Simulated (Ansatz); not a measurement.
## TaS2 under changes of volume

One of the cells (18.984 Å³/atom); the others are scaled copies at fixed shape and fractional positions:

```xyz
3
Lattice="3.3500 0.0000 0.0000 -1.6750 2.9012 0.0000 0.0000 0.0000 5.8600" Properties=species:S:1:pos:R:3 pbc="T T T"
Ta    0.0000    0.0000    0.0000
S     1.6750    0.9671    4.3950
S     0.0000    1.9341    1.4650
```

```yaml
Program: Ansatz 0.2.0
Functional: LDA
Potentials_or_basis: all-electron LAPW, scalar-relativistic
Cutoff: 259 eV (chosen from the basis error)
Basis_error_allowed: 0.002 eV/atom
k_mesh: 9 × 9 × 5
Occupations: fermi-dirac, width 0.05 eV
Spin: no spin polarisation
```

| volume (Å³/atom) | energy over the lowest point (meV/atom) | pressure (GPa) | largest force (eV/Å) |
| --- | --- | --- | --- |
| 17.845 | ? | ? | ? |
| 18.225 | 21.17 | 7.8 | 1.495 |
| 18.605 | 6.79 | 4.4 | 1.120 |
| 18.984 | 0.00 | 1.4 | 0.772 |
| 19.364 | 0.02 | -1.3 | 0.446 |
| 19.744 | 6.20 | -3.8 | 0.143 |
| 20.123 | 17.93 | -6.0 | 0.139 |

What does the run at 17.845 Å³/atom give?

Energy over the lowest point 43.86 meV/atom; pressure 11.5 GPa; largest force 1.898 eV/Å.

Worked out: A Birch-Murnaghan fit of order 3 (a polynomial in V^(-2/3)) to the other rows has its minimum at 19.17 Å³/atom with B0 = V·E''(V) = 138 GPa and B' = 4.2 at fixed shape and positions, which overstates the stiffness. It gives 43.95 meV/atom at 17.845 Å³/atom, against the run's 43.86, and -dE/dV = 11.5 GPa, against 11.5.

Energies are extrapolated to zero smearing.

Caveats: forces of over 1 eV/Å show positions far from the minimum, so gaps and moduli don't describe the material at rest (some runs).

The runs don't all hold the same shells in valence.
